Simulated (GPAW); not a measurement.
A run of GPAW 26.7.0 is set up as follows.

run.py

```python
from ase.calculators.mixing import SumCalculator
from ase.eos import EquationOfState
from ase.io import Trajectory, read
from ase.units import GPa
from dftd4.ase import DFTD4
from gpaw import GPAW, PW

atoms = read('MgO.cif')

traj = Trajectory('eos.traj', 'w')
volumes, energies = [], []
for x in [0.94, 0.96, 0.98, 1.0, 1.02, 1.04, 1.06]:
    a = atoms.copy()
    a.set_cell(atoms.cell * x**(1 / 3), scale_atoms=True)
    calc = GPAW(mode=PW(800),
                xc='MGGA_X_REVTPSS+MGGA_C_REVTPSS',
                kpts={'size': (9, 9, 9), 'gamma': True},
                occupations={'name': 'fermi-dirac', 'width': 0.05},
                nbands=16,
                convergence={'density': 1e-05, 'energy': 1e-05},
                eigensolver='davidson',
                maxiter=150,
                txt=f'eos-{x:.2f}.txt')
    a.calc = SumCalculator([calc, DFTD4(method='revtpss')])
    energies.append(a.get_potential_energy())
    volumes.append(a.get_volume())
    p = -a.get_stress()[:3].mean() / GPa
    calc.write(f'eos-{x:.2f}.gpw')
    traj.write(a)
    print(f'{x:.2f} {volumes[-1]:10.4f} A^3 {energies[-1]:14.6f} eV {p:9.3f} GPa', flush=True)

v0, e0, B = EquationOfState(volumes, energies, eos='birchmurnaghan').fit()
print(f'V0 = {v0:.4f} A^3, E0 = {e0:.6f} eV, B0 = {B / GPa:.2f} GPa')
```

The input MgO.cif:

```cif
data_MgO
_cell_length_a 2.96560781
_cell_length_b 2.96560781
_cell_length_c 2.96560781
_cell_angle_alpha 60.00000000
_cell_angle_beta 60.00000000
_cell_angle_gamma 60.00000000
_space_group_name_H-M_alt 'P1'
_space_group_name_Hall 'P 1'
_space_group_IT_number 1
loop_
_space_group_symop_operation_xyz
'x,y,z'
loop_
_atom_site_label
_atom_site_type_symbol
_atom_site_symmetry_multiplicity
_atom_site_Wyckoff_symbol
_atom_site_fract_x
_atom_site_fract_y
_atom_site_fract_z
_atom_site_occupancy
Mg1 Mg 1 a 0.0000000000 0.0000000000 0.0000000000 1
O1 O 1 a 0.5000000000 0.5000000000 0.5000000000 1
```

Potentials or basis: GPAW PAW data sets (gpaw-data 1.2.1), pw.

The run is started by

```sh
$ OMP_NUM_THREADS=1 python run.py
```

Estimate the equilibrium volume.

9.33 Å³/atom (rough: see the caveat).

Estimate the bulk modulus.

164 GPa (rough).

Energy against volume, from the lowest point:
| volume (Å³/atom) | energy (meV/atom) |
| --- | --- |
| 8.668 | 27.22 |
| 8.853 | 13.40 |
| 9.037 | 4.67 |
| 9.221 | 0.36 |
| 9.406 | 0.00 |
| 9.590 | 3.23 |
| 9.775 | 9.69 |

Caveat: the points scatter about the fit; the PAW data sets were made with another functional, which shifts forces and pressure a little.
